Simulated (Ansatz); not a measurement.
## InSe

Level of theory: DFT, PBE, scalar-relativistic, no spin polarisation; plane waves to 420 eV with PAW datasets (Ansatz 0.2.0), 10×10×6 k-mesh, Gaussian smearing of 0.05 eV. The datasets are Ansatz's generated set soft_2.

```
CELL_PARAMETERS angstrom
5.74051 -2.06211 -0.12830
5.74051 2.06211 -0.12830
-1.65923 0.00000 5.47404
ATOMIC_POSITIONS crystal
In 0.88794 0.88794 0.05355
In 0.11206 0.11206 0.94645
Se 0.66659 0.66659 0.69583
Se 0.33341 0.33341 0.30417
```

The chain of runs began from a cell as deposited in COD, expanded in volume.

The run above is the reference. The same cell was run again with other input settings; several of them aren't fit for production, so the rows show the settings' effect and aren't properties of the material.

```tsv
keys changed	outcome	ΔE (meV/atom)	P (GPa)	gap on the mesh (eV)	cell moment (μB)	largest force component (eV/Å)	SCF iterations	rough core-seconds	new warnings
none (reference)	converged	0.0	0.0	1.08	–	0.004	–	–	–
basis.ecutwfc: 420 → "33.1 Ry"	converged	-0.5	0.0	1.08	–	0.004	7	28	–
basis.ecutwfc: 420 → "350 eV"	converged	1.7	0.0	1.08	–	0.004	7	30	cutoff below recommended
scf.eigensolver.kind: "davidson"	converged	0.0	0.0	1.08	–	0.004	6	30	–
basis.ecutrho_ratio: 4 → 9; scf.algorithm: "direct_min"; scf.convergence.dr2_threshold: 1e-06	converged	0.0	0.0	1.08	–	0.004	5	110	force scf threshold loose; stress scf threshold loose
```

These changes also left energy (to 0.1 meV/atom), pressure, gap, moment and forces as in the reference: basis.ecutrho_ratio: 4 → 9 | scf.initial_density.chi_scale: 0.1; scf.occupations.width: 0.05 → null; scf.occupations.method: "gaussian" → "tetrahedron" | crystal.symmetry: {"detect": false}; scf.lower_state_search: "standard".

ΔE is the energy with the smearing extrapolated to zero. It is left out where the change alters the Hamiltonian or the spin treatment. The varied runs start from atomic densities (corrected by the program's trained start where that serves), with the default search for lower states unless a row changes it.

**Question.** What happens with these changes: scf.occupations.width: 0.05 → null; scf.occupations.method: "gaussian" → "tetrahedron"; kpoints.mp_grid.shift: [0.5, 0.5, 0.5]; basis.ecutwfc: 420 → "700 eV"?

**Answer.** outcome converged, ΔE (meV/atom) -1.1, P (GPa) 0.0, gap on the mesh (eV) 1.14, largest force component (eV/Å) 0.004, SCF iterations 7, rough core-seconds 50, new warnings band table not solved further; tetrahedron derivatives may miss energy slope.

Changing scf.eigensolver.kind only steers the path to self-consistency, so the energy stays within 0.5 meV/atom.

1 further run (cut off, refused for memory, with changed atoms or starts, or in doubt) is left out.

Of the reference: Kohn–Sham gaps of semilocal functionals lie under measured ones, often by a third or more. The structure is built of weakly bound layers, and this functional has no dispersion term, so their spacing and all that hangs on it (volume, the soft elastic constants, low modes, dielectric constants) are poorly given.
